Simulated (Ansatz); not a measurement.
## Au: reading a single point

```xyz
1
Lattice="0.0000 1.9956 1.9956 1.9956 0.0000 1.9956 1.9956 1.9956 0.0000" Properties=species:S:1:pos:R:3 pbc="T T T"
Au    0.0000    0.0000    0.0000
```

Single point in Ansatz 0.2.0 with r2SCAN, no spin polarisation. Cutoff 500 eV, PAW datasets, 14×14×14 Γ-centred k mesh, fermi-dirac filling (width 0.1 eV).

Describe some of the short contacts.

Au–Au at 2.82 Å: least valence density 0.32 e/Å³ and ELF 0.20 there. These are pseudo-fields; inside the PAW spheres they differ from the all-electron ones.

What does the stress say?

The pressure is 20.3 GPa (compression positive), so with the atoms held at these fractions the cell would first expand.

Metal or insulator?

It is a metal, with about 0.25 states/eV a cell as the mean within 0.25 eV of the Fermi level.

Origin: a known structure type with other elements, at an estimated volume, so it need not be a known compound. Caveats: atoms or cell far from equilibrium.
